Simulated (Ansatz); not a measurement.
# CeO₂, relaxed from a CdCl2-type start to space group Fm-3m (read at 0.02 Å)

Level of theory: DFT, PBE, scalar-relativistic, no spin polarisation; plane waves to 420 eV with PAW datasets (Ansatz 0.2.0), 10×10×10 k-mesh, Gaussian smearing of 0.05 eV. The datasets are Ansatz's generated set soft_2.

```xyz
3
Lattice="1.9316 1.1152 3.1555 -1.9316 1.1152 3.1555 0.0000 -2.2304 3.1555" Properties=species:S:1:pos:R:3 pbc="T T T"
Ce    0.0000    0.0000    0.0000
O     0.0000    0.0000    2.3666
O     0.0000    0.0000    7.1000
```

The start was a prototype's sites filled with these elements; the Crystallography Open Database holds the compound in this structure.

Cell and atoms are those of this level's equilibrium.

The cell has space group Fm-3m (read at 0.01 Å). In it the stress is 0.02, 0.02, -0.02, 0.00, 0.00, 0.00 GPa and the largest force component 0.000 eV/Å. Each change below starts from this cell, without further relaxation. Stress is in GPa, positive in compression, in the order xx, yy, zz, yz, xz, xy; energies are counted from the cell above.

Question: What happens when atom 1 (Ce) is moved by 0.12 Å along z?

Answer: The energy changes by 44.9 meV per cell, and the force on it along the shift is -0.755 eV/Å (−F/u = 6.29 eV/Å²). Stress: 0.87, 0.87, 1.24, 0.00, 0.00, 0.00. The gap on the mesh goes from 1.92 eV to 1.94 eV.
```tsv
atom	Fx (eV/Å)	Fy	Fz
Ce1	0.000	0.000	-0.755
O2	0.000	0.000	0.444
O3	0.000	0.000	0.311
```
In a harmonic crystal the energy would rise by −½F·u = ½ × 6.29 × 0.12² eV = 45.3 meV, which matches.

Question: What happens when atom 2 (O) is moved by 0.02 Å along z?

Answer: The energy changes by 1.3 meV per cell, and the force on it along the shift is -0.132 eV/Å (−F/u = 6.58 eV/Å²). Stress: 0.08, 0.08, -0.09, 0.00, 0.00, 0.00.
| atom | Fx (eV/Å) | Fy | Fz |
| --- | --- | --- | --- |
| Ce1 | 0.000 | 0.000 | 0.060 |
| O2 | 0.000 | 0.000 | -0.132 |
| O3 | 0.000 | 0.000 | 0.072 |
In a harmonic crystal the energy would rise by −½F·u = ½ × 6.58 × 0.02² eV = 1.3 meV, which matches.

Question: What stress follows from an engineering strain of 1 % in yy, atoms carried along?

Answer: -1.11, -2.50, -1.39, -0.34, 0.00, 0.00 GPa; the energy changes by 3.2 meV per cell. The gap on the mesh goes from 1.92 eV to 1.88 eV.
The change of the stress over the strain gives a clamped-atom stiffness of about 252 GPa for this component, a secant value that lies under the elastic constant in tension and over it in compression, by several per cent for each per cent of strain.
In a harmonic crystal the energy would rise by V(½Cε² − σ₀ε), with σ₀ the stress of the unstrained cell, = 3.2 meV, which matches.

Question: What stress follows from an engineering strain of -1 % in yy, atoms carried along?

Answer: 1.25, 2.77, 1.43, 0.32, 0.00, 0.00 GPa; the energy changes by 3.5 meV per cell. The gap on the mesh goes from 1.92 eV to 1.94 eV.
```
atom  Fx (eV/Å)      Fy      Fz
 Ce1      0.000   0.000   0.000
  O2      0.000   0.011  -0.007
  O3      0.000  -0.011   0.007
```
The change of the stress over the strain gives a clamped-atom stiffness of about 275 GPa for this component, a secant value that lies under the elastic constant in tension and over it in compression, by several per cent for each per cent of strain.
In a harmonic crystal the energy would rise by V(½Cε² − σ₀ε), with σ₀ the stress of the unstrained cell, = 3.6 meV, which matches.

Question: All atoms and the cell are disturbed at random:
```
CELL_PARAMETERS angstrom
1.90634 1.13602 3.17359
-1.90184 1.11213 3.17929
-0.01845 -2.23792 3.17282
ATOMIC_POSITIONS crystal
Ce 0.96731 0.94718 0.09110
O 0.27768 0.24876 0.23824
O 0.75501 0.80406 0.67066
```
Give the energy change, the stress and the forces.

Answer: 1182.8 meV per cell; stress 18.30, 29.73, 14.75, -9.18, 1.92, 1.43 GPa. The gap on the mesh goes from 1.92 eV to 2.23 eV.
```
atom  Fx (eV/Å)      Fy      Fz
 Ce1      0.182   5.253  -1.094
  O2     -0.685  -0.298  -0.956
  O3      0.503  -4.955   2.050
```

Question: All atoms and the cell are disturbed at random:
```
CELL_PARAMETERS angstrom
1.96685 1.15337 3.14928
-1.91758 1.14242 3.12299
0.01516 -2.24354 3.11766
ATOMIC_POSITIONS crystal
Ce 0.00723 0.99426 0.94952
O 0.22909 0.29331 0.28899
O 0.76367 0.71243 0.76149
```
Give the energy change, the stress and the forces.

Answer: 502.6 meV per cell; stress 5.43, 6.20, 4.07, -2.21, -3.05, 0.02 GPa. The gap on the mesh goes from 1.92 eV to 1.87 eV.
| atom | Fx (eV/Å) | Fy | Fz |
| --- | --- | --- | --- |
| Ce1 | -0.205 | -1.208 | 1.079 |
| O2 | 1.397 | 0.996 | -1.553 |
| O3 | -1.192 | 0.213 | 0.474 |

These numbers lack spin–orbit coupling.
